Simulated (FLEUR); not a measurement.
Runs of FLEUR MaX-R8.1 (later development tree) on ZnO (zincite). It takes space group P6_3mc (No. 186, hexagonal). Conventional cell: a = 3.249 Å, b = 3.249 Å, c = 5.206 Å, α = 90.00°, β = 90.00°, γ = 120.00°. Around Zn (site symmetry 3m) lie 4 O at 1.97 to 1.98 Å. O (site symmetry 3m) has 4 Zn at 1.97 to 1.98 Å as nearest neighbours. 

```csv
task,level,gmax,muffin-tin radii,max iterations,mixing factor,mixer,kmax,gap on the mesh (eV),V0 of scaled cells (Å³/atom),B0 (GPa)
equation of state,PBEsol,16 1/bohr,"Zn 1.9, O 1.45 bohr",-,-,-,5.16 1/bohr,-,(b),145
equation of state,PBE,16 1/bohr,"Zn 1.9, O 1.45 bohr",-,-,-,5.16 1/bohr,-,(a),130
band structure,PBEsol,15.5 1/bohr,"Zn 1.96, O 1.5 bohr",60,0.05,Anderson,5 1/bohr,0.72,-,-
band structure,SCAN,15.5 1/bohr,"Zn 1.96, O 1.5 bohr",60,0.05,Anderson,5 1/bohr,1.21,-,-
equation of state,SCAN,16 1/bohr,"Zn 1.9, O 1.45 bohr",-,-,-,5.16 1/bohr,-,11.73,151
single point,PBE,16 1/bohr,"Zn 1.9, O 1.45 bohr",60,0.05,Anderson,5.16 1/bohr,0.82,-,-
```

Alike in all rows: potentials or basis all-electron, FLAPW; no spin polarisation; cell as given; k mesh 9 × 9 × 5; smearing fermi-dirac 0.05 eV.

Problem. Fill in the values left out.

Solution. (a) 12.32; (b) 11.77.

Caveats: the cell was scaled at fixed shape and fractional positions, which overstates the stiffness of a crystal with free parameters, most of all of layers and chains (some runs); the meta-GGA is that of a development version, with a GGA for the radial functions and cores and without core tails (some runs); an odd mesh through Γ misses points on the zone boundary, where band edges often lie (some runs).

Not every run made on this cell is shown here.
